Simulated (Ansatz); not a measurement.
A (100) slab of CoO (I4/mmm (No. 139)), 8 planes, outer planes CoO (top) and CoO (bottom), with 16 atoms (Co8O8) in a surface cell of A = 12.711 Å², as cut from the bulk:

```xyz
16
Lattice="3.0160 0.0000 0.0000 0.0000 4.2145 0.0000 0.0000 0.0000 25.5560" Properties=species:S:1:pos:R:3 pbc="T T T"
Co    1.5080    2.1072    7.5000
O     1.5080    0.0000    7.5000
Co    0.0000    0.0000    9.0080
O     0.0000    2.1072    9.0080
Co    1.5080    2.1072   10.5160
O     1.5080    0.0000   10.5160
Co    0.0000    0.0000   12.0240
O     0.0000    2.1072   12.0240
Co    1.5080    2.1072   13.5320
O     1.5080    0.0000   13.5320
Co    0.0000    0.0000   15.0400
O     0.0000    2.1072   15.0400
Co    1.5080    2.1072   16.5480
O     1.5080    0.0000   16.5480
Co    0.0000    0.0000   18.0560
O     0.0000    2.1072   18.0560
```

Method: Ansatz, DFT PBE, scalar-relativistic, plane waves, PAW. Plane waves to 420 eV, a k mesh through Γ of 11×8×1 on the computed 16-atom cell and Gaussian smearing (0.10 eV); collinear spin. The cell repeats along c with a dipole correction in the vacuum.

Against the same 16 atoms in the bulk, the slab as cut lies 2.014 eV higher and the relaxed slab 1.353 eV higher.

(1) Work out the surface energy before and after relaxation.

(2) What is the ideal work of this cut, per area?

The state reached may not be the lowest one. The run saw a state lower than the one given here. Moments started parallel, and an antiferromagnetic order may lie lower. Semilocal functionals without U can misjudge the magnetic state of such a slab.

## Answers

(1) The slab has two faces, so γ = (E_slab − N·E_bulk)/(2A), the mean of both. As cut: 2.014/(2 × 12.711) = 0.0792 eV/Å², and 1 eV/Å² = 16.02 J/m², so γ = 1.27 J/m². Relaxed: 1.353/(2 × 12.711) = 0.0532 eV/Å² = 0.85 J/m². Relaxation recovers 33 % of the cost of cutting.

(2) Griffith's ideal work is 2γ: 2.54 J/m² if the new faces stay rigid, 1.71 J/m² if they relax. One thickness was run, 8 planes, so γ can still shift with it.

The reference crystal is a form of CoO, which isn't its usual structure.